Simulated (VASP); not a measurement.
# KCl (Sylvite) (Fm-3m) in VASP: notebook

Aim: see how the results for KCl (Sylvite) move with the level of theory and the settings. Levels: PBEsol, LDA. Tasks: relaxation of cell and atoms.

All numbers are computed with VASP 6.6.1; they aren't measurements. Logs are shortened: lines on timing, memory, paths and dates and some standing lists are left out, and cuts for length are marked.

## Step 1: Starting point

Symmetry: Fm-3m, No. 225, cubic system. The conventional cell has a = 6.254 Å, b = 6.254 Å, c = 6.254 Å, α = 90.00°, β = 90.00°, γ = 90.00°. K (site symmetry m-3m) has 6 Cl at 3.13 Å as nearest neighbours. Around Cl (site symmetry m-3m) lie 6 K at 3.13 Å.

## Step 2: Relaxation of cell and atoms, PBEsol

Input file INCAR:

```
SYSTEM = KCl
PREC     = Accurate       ! precision mode
ENCUT    = 600            ! plane-wave cutoff, eV
EDIFF    = 1E-7           ! SCF threshold, eV
ISMEAR   = 0              ! smearing method
SIGMA    = 0.03           ! smearing width, eV
LREAL    = .False.        ! projectors in reciprocal space
LASPH    = .True.         ! aspherical terms in the spheres
NELM     = 80             ! most SCF steps
ALGO     = Normal         ! electronic algorithm
ISIF     = 3              ! what is computed and relaxed
LWAVE    = .False.        ! write WAVECAR
LCHARG   = .False.        ! write CHGCAR
GGA      = PS             ! functional
IBRION   = 2              ! ionic algorithm
NSW      = 90             ! ionic steps
EDIFFG   = -0.005         ! ionic threshold
```

Input file KPOINTS:

```
Automatic mesh
0
Gamma
  8 8 8
  0 0 0
```

Input file POSCAR:

```
KCl                                     
1.0
    0.0000000000      3.1269960053      3.1269960053
    3.1269960053      0.0000000000      3.1269960053
    3.1269960053      3.1269960053      0.0000000000
  K               Cl            
     1     1
Direct
     0.0000000000000000    0.0000000000000000    0.0000000000000000
     0.5000000000000000    0.5000000000000000    0.5000000000000000
```

Potentials or basis: VASP PAW PBE potentials, release 64 (K_sv, Cl).

On the command line:

```bash
$ cat potpaw_PBE.64/K_sv/POTCAR potpaw_PBE.64/Cl/POTCAR > POTCAR
$ mpirun -np 1 vasp_std > vasp.out
```

OUTCAR:

```text
SYSTEM = KCl
   PREC = Accurate
   ENCUT = 600
   EDIFF = 1E-7
   ISMEAR = 0
   LREAL = .False.
   LASPH = .True.
   NELM = 80
   ISIF = 3
   GGA = PS
   IBRION = 2
   NSW = 90
   EDIFFG = -0.005

 ion  position               nearest neighbor table
   1  0.000  0.000  0.000-   2 3.13   2 3.13   2 3.13   2 3.13   2 3.13   2 3.13
   2  0.500  0.500  0.500-   1 3.13   1 3.13   1 3.13   1 3.13   1 3.13   1 3.13

  LATTYP: Found a face centered cubic cell.
 ALAT       =     6.2539920106

  Lattice vectors:

 A1 = (   0.0000000000,   3.1269960053,   3.1269960053)
 A2 = (   3.1269960053,   0.0000000000,   3.1269960053)
 A3 = (   3.1269960053,   3.1269960053,   0.0000000000)

Analysis of symmetry for initial positions (statically):
=====================================================================
 Subroutine PRICEL returns:
 Original cell was already a primitive cell.

 Routine SETGRP: Setting up the symmetry group for a
 face centered cubic supercell.

 Subroutine GETGRP returns: Found 48 space group operations
 (whereof 48 operations were pure point group operations)
 out of a pool of 48 trial point group operations.

The static configuration has the point symmetry O_h .

Analysis of symmetry for dynamics (positions and initial velocities):
=====================================================================
 Subroutine PRICEL returns:
 Original cell was already a primitive cell.

 Routine SETGRP: Setting up the symmetry group for a
 face centered cubic supercell.

 Subroutine GETGRP returns: Found 48 space group operations
 (whereof 48 operations were pure point group operations)
 out of a pool of 48 trial point group operations.

The dynamic configuration has the point symmetry O_h .

 Subroutine INISYM returns: Found 48 space group operations
 (whereof 48 operations are pure point group operations),
 and found     1 'primitive' translations

----------------------------------------------------------------------------------------

                                     Primitive cell

  volume of cell :      61.1522

  direct lattice vectors                    reciprocal lattice vectors
     0.000000000  3.126996005  3.126996005    -0.159897870  0.159897870  0.159897870
     3.126996005  0.000000000  3.126996005     0.159897870 -0.159897870  0.159897870
     3.126996005  3.126996005  0.000000000     0.159897870  0.159897870 -0.159897870

  length of vectors
     4.422240160  4.422240160  4.422240160     0.276951234  0.276951234  0.276951234

  position of ions in fractional coordinates (direct lattice)
     0.000000000  0.000000000  0.000000000
     0.500000000  0.500000000  0.500000000

  ion indices of the primitive-cell ions
   primitive index   ion index
                 1           1
                 2           2

----------------------------------------------------------------------------------------

 KPOINTS: Automatic mesh

Automatic generation of k-mesh.
 Grid dimensions read from file:
 generate k-points for:    8    8    8

 Generating k-lattice:

  Cartesian coordinates                     Fractional coordinates (reciprocal lattice)
    -0.019987234  0.019987234  0.019987234     0.125000000  0.000000000  0.000000000
     0.019987234 -0.019987234  0.019987234     0.000000000  0.125000000  0.000000000
     0.019987234  0.019987234 -0.019987234     0.000000000  0.000000000  0.125000000

  Length of vectors
     0.034618904  0.034618904  0.034618904

  Shift w.r.t. Gamma in fractional coordinates (k-lattice)
     0.000000000  0.000000000  0.000000000

 Subroutine IBZKPT returns following result:
 ===========================================

 Found     29 irreducible k-points:

 Following reciprocal coordinates:
            Coordinates               Weight
  0.000000  0.000000  0.000000      1.000000
  0.125000  0.000000  0.000000      8.000000
  0.250000  0.000000  0.000000      8.000000
  0.375000  0.000000  0.000000      8.000000
  0.500000  0.000000  0.000000      4.000000
  0.125000  0.125000  0.000000      6.000000
[... 16 lines left out ...]
  0.500000  0.250000  0.125000     48.000000
 -0.375000  0.250000  0.125000     24.000000
 [... further k-points ...]
   k-points           NKPTS =     29   k-points in BZ     NKDIM =     29   number of bands    NBANDS=     12
   number of dos      NEDOS =    301   number of ions     NIONS =      2
   total plane-waves  NPLWV =  46656
   dimension x,y,z NGX =    36 NGY =   36 NGZ =   36
   dimension x,y,z NGXF=    72 NGYF=   72 NGZF=   72
   ions per type =               1   1
   NGX,Y,Z   is equivalent  to a cutoff of  13.53, 13.53, 13.53 a.u.
   NGXF,Y,Z  is equivalent  to a cutoff of  27.07, 27.07, 27.07 a.u.
 SYSTEM =  KCl
   PREC   = accura    normal or accurate (medium, high low for compatibility)
   ISTART =      0    job   : 0-new  1-cont  2-samecut
   ICHARG =      2    charge: 1-file 2-atom 10-const
   ISPIN  =      1    spin polarized calculation?
   LNONCOLLINEAR =      F non collinear calculations
   LSORBIT =      F    spin-orbit coupling
   LASPH  =      T    aspherical Exc in radial PAW
   ENCUT  =  600.0 eV  44.10 Ry    6.64 a.u.   8.83  8.83  8.83*2*pi/ulx,y,z
   NELM   =     80;   NELMIN=  2; NELMDL= -5     # of ELM steps
   EDIFF  = 0.1E-06   stopping-criterion for ELM
   LREAL  =      F    real-space projection
   EDIFFG = -.5E-02   stopping-criterion for IOM
   NSW    =     90    number of steps for IOM
   IBRION =      2    ionic relax: 0-MD 1-quasi-New 2-CG
   NFREE  =      1    steps in history (QN), initial steepest desc. (CG)
   ISIF   =      3    stress and relaxation
   ISYM   =      2    0-nonsym 1-usesym 2-fastsym
   POTIM  = 0.5000    time-step for ionic-motion
   TEBEG  =    0.0;   TEEND  =   0.0 temperature during run
   PSTRESS=    0.0 pullay stress
   NELECT =      16.0000    total number of electrons
   NUPDOWN=      -1.0000    fix difference up-down
   EMIN   =  10.00;   EMAX   =-10.00  energy-range for DOS
   EFERMI =   0.00;   METHOD = LEGACY
   ISMEAR =     0;   SIGMA  =   0.03  broadening in eV -4-tet -1-fermi 0-gaus
   EFERMI_NEDOS =   21; number of points for ismear=-14 and -15
   IALGO  =     38    algorithm
   IMIX   =      4    mixing-type and parameters
     AMIX     =   0.40;   BMIX     =  1.00
     AMIX_MAG =   1.60;   BMIX_MAG =  1.00
  volume/ion in A,a.u.               =      30.58       206.34
  Fermi-wavevector in a.u.,A,eV,Ry     =   1.047074  1.978684 14.916946  1.096365
  Thomas-Fermi vector in A             =   2.181939
   LORBIT       =      0    0 simple, 1 ext, 2 COOP (PROOUT), +10 PAW based schemes
   GGA     = PS    functional components
   LHFCALC =     F    Hartree Fock is set to
   AEXX    =    0.0000 exact exchange contribution
   IVDW    =     0    specifies the selected vdW correction
   LEPSILON=     F    determine dielectric tensor
   LRPA    =     F    only Hartree local field effects (RPA)
 conjugate gradient relaxation of ions
 non-spin polarized calculation
 Gauss-broadening in eV      SIGMA  =   0.03
  energy-cutoff  :      600.00
  volume of cell :       61.15
 maximum number of plane-waves:      2085
   NGX = 17   NGY = 17   NGZ = 17

 number of electron      16.0000002 magnetization

 Free energy of the ion-electron system (eV)
  ---------------------------------------------------
  ext. energy  EPLUGINS =         0.00000000
  ---------------------------------------------------
  free energy    TOTEN  =        -7.02334572 eV

  energy without entropy =       -7.02334572  energy(sigma->0) =       -7.02334572

 E-fermi :  -1.6863     XC(G=0):  -7.8010

 val. band max:       -1.8317837794   @ k =   0.0000   0.0000   0.0000
 cond. band min:       3.2505629725   @ k =   0.0000   0.0000   0.0000
 fundamental gap:      5.0823467518
 Fermi energy:        -1.6863085586

 k-point     1 :       0.0000    0.0000    0.0000
  band No.  band energies     occupation
      1     -28.8310      2.00000
      2     -13.9445      2.00000
      3     -12.3583      2.00000
      4     -12.3583      2.00000
      5     -12.3583      2.00000
      6      -1.8318      2.00000
      7      -1.8318      2.00000
      8      -1.8318      2.00000
      9       3.2506      0.00000
     10       6.4694      0.00000
     11       6.4694      0.00000
     12       6.4694      0.00000

 k-point     2 :       0.1250    0.0000    0.0000
  band No.  band energies     occupation
      1     -28.8292      2.00000
      2     -13.9757      2.00000
      3     -12.3598      2.00000
      4     -12.3598      2.00000
      5     -12.3187      2.00000
      6      -2.0357      2.00000
      7      -1.8864      2.00000
      8      -1.8864      2.00000
      9       3.6373      0.00000
     10       6.3413      0.00000
     11       6.6708      0.00000
     12       6.6708      0.00000

 k-point     3 :       0.2500    0.0000    0.0000
  band No.  band energies     occupation
      1     -28.8248      2.00000
      2     -14.0457      2.00000
      3     -12.3634      2.00000
      4     -12.3634      2.00000
      5     -12.2282      2.00000
      6      -2.4579      2.00000
      7      -2.0130      2.00000
      8      -2.0130      2.00000
      9       4.5358      0.00000
     10       6.2418      0.00000
     11       7.2433      0.00000
     12       7.2433      0.00000
[... 286 lines left out ...]
 k-point    23 :       0.5000    0.2500    0.1250
  band No.  band energies     occupation
      1     -28.8183      2.00000
      2     -14.0386      2.00000
      3     -12.4172      2.00000
      4     -12.3844      2.00000
      5     -12.2134      2.00000
      6      -2.6908      2.00000
      7      -2.1947      2.00000
      8      -2.1440      2.00000
      9       5.6937      0.00000
     10       6.0509      0.00000
     11       8.1552      0.00000
     12       8.4308      0.00000

 k-point    24 :      -0.3750    0.2500    0.1250
  band No.  band energies     occupation
      1     -28.8169      2.00000
      2     -14.0426      2.00000
      3     -12.4192      2.00000
      4     -12.3949      2.00000
      5     -12.2044      2.00000
      6      -2.7230      2.00000
      7      -2.2578      2.00000
      8      -2.1854      2.00000
      9       5.9149      0.00000
     10       6.4378      0.00000
     11       8.2311      0.00000
     12       8.3227      0.00000

 [... further k-points ...]

------------------------ aborting loop because EDIFF is reached ----------------------------------------

  FORCE on cell =-STRESS in cart. coord.  units (eV):
  Direction    XX          YY          ZZ          XY          YZ          ZX
  --------------------------------------------------------------------------------------
  -------------------------------------------------------------------------------------
  Total       -0.0039397     -0.0039397     -0.0039397      0.0000000      0.0000000      0.0000000
  in kB       -0.1032198     -0.1032198     -0.1032198      0.0000000      0.0000000      0.0000000
  external PRESSURE =      -0.1032198 kB  Pullay stress =       0.0000000 kB

 VOLUME and BASIS-vectors are now :
 -----------------------------------------------------------------------------
  energy-cutoff  :      600.00
  volume of cell :       61.15
      direct lattice vectors                 reciprocal lattice vectors
     0.000000000  3.126996005  3.126996005    -0.159897870  0.159897870  0.159897870
     3.126996005  0.000000000  3.126996005     0.159897870 -0.159897870  0.159897870
     3.126996005  3.126996005  0.000000000     0.159897870  0.159897870 -0.159897870

 POSITION                                       TOTAL-FORCE (eV/Angst)
 -----------------------------------------------------------------------------------
      0.00000      0.00000      0.00000         0.000000      0.000000      0.000000
      3.12700      3.12700      3.12700        -0.000000     -0.000000     -0.000000
 -----------------------------------------------------------------------------------
    total drift:                                0.000000      0.000000      0.000000

  FREE ENERGIE OF THE ION-ELECTRON SYSTEM (eV)
  ---------------------------------------------------
  free  energy   TOTEN  =        -7.0233457211 eV

  energy  without entropy=       -7.0233457211  energy(sigma->0) =       -7.02334572

 reached required accuracy - stopping structural energy minimisation
```

Wall time 15 s (1 thread of AMD EPYC 9R45 (Zen 5), shared host); peak memory 0.18 GiB.

What came out:

- Free energy: -7.0233 eV
- Pressure after relaxing: 0.0 GPa
- Band gap on the k mesh: 5.08 eV, direct

Final structure:
```
CELL_PARAMETERS angstrom
0.00000 3.12700 3.12700
3.12700 0.00000 3.12700
3.12700 3.12700 0.00000
ATOMIC_POSITIONS crystal
K 0.00000 0.00000 0.00000
Cl 0.50000 0.50000 0.50000
```

Caveat: the relaxation stopped at its first step, so nothing moved; the PAW data sets were made with another functional, which shifts forces and pressure a little. As with any semilocal functional, this PBEsol gap is likely too small.

## Step 3: Relaxation of cell and atoms, LDA

This run uses another cell than the first one, of 31.15 Å³/atom, 1.019 times its volume.

Input file INCAR:

```
ALGO = Normal
EDIFF = 1E-6
EDIFFG = -0.01
ENCUT = 600
IBRION = 2
ISIF = 3
ISMEAR = 0
LASPH = True
LCHARG = False
LREAL = False
LWAVE = False
NELM = 80
NSW = 90
PREC = Accurate
SIGMA = 0.03
```

Input file KPOINTS:

```
k-points
0
Gamma
  8 8 8
```

Input file POSCAR:

```
KCl
1.0
    0.0000000000      3.1464700000      3.1464700000
    3.1464700000      0.0000000000      3.1464700000
    3.1464700000      3.1464700000      0.0000000000
K Cl
1 1
Direct
    0.0000000000      0.0000000000      0.0000000000
    0.5000000000      0.5000000000      0.5000000000
```

Potentials or basis: VASP PAW LDA potentials, release 64 (K_sv, Cl).

On the command line:

```bash
$ cat potpaw_LDA.64/K_sv/POTCAR potpaw_LDA.64/Cl/POTCAR > POTCAR
$ mpirun -np 1 vasp_std > vasp.out
```

Run time: 34 s. Hardware: 1 thread of Intel Xeon Platinum 8488C (Sapphire Rapids), shared host; peak memory 0.2 GiB.

The run converged. Its results:

```
Free energy                            : -7.4083 eV
Relaxed volume                         : 28.19 Å³/atom
Relaxed cell                           : a = 4.304 Å, b = 4.304 Å, c = 4.304 Å, α = 60.00°, β = 60.00°, γ = 60.00°
Space group after relaxing (to 0.05 Å) : Fm-3m (No. 225)
Energy gained by relaxing              : 19.1 meV/atom
Ionic steps                            : 4
Pressure after relaxing                : 0.0 GPa
Band gap on the k mesh                 : 5.10 eV, direct
```

The path:
```tsv
step	energy change (eV)	largest force (eV/Å)	pressure (GPa)	volume (Å³)
1	0.0000	0.0000	-1.89	62.30
2	-0.0297	0.0000	-0.99	59.05
3	-0.0383	0.0000	-0.07	56.57
4	-0.0383	0.0000	0.01	56.39
```

Final structure:
```
CELL_PARAMETERS angstrom
0.00000 3.04355 3.04355
3.04355 0.00000 3.04355
3.04355 3.04355 0.00000
ATOMIC_POSITIONS crystal
K 0.00000 0.00000 0.00000
Cl 0.50000 0.50000 0.50000
```

Levels at points of the mesh, in eV from the valence-band top:
| k point | band 5 | band 6 | band 7 | band 8 | band 9 | band 10 | band 11 | band 12 |
| --- | --- | --- | --- | --- | --- | --- | --- | --- |
| (0.00, 0.00, 0.00) | -10.31 | 0.00 | 0.00 | 0.00 | 5.10 | 8.11 | 8.11 | 8.11 |
| (0.50, 0.00, 0.00) | -9.99 | -1.33 | -0.44 | -0.44 | 7.47 | 8.64 | 10.59 | 10.59 |
| (0.50, 0.50, 0.00) | -10.40 | -0.76 | -0.25 | -0.25 | 6.05 | 8.44 | 10.23 | 10.24 |

A k mesh can miss the band edges. LDA usually gives volumes a few per cent too small.
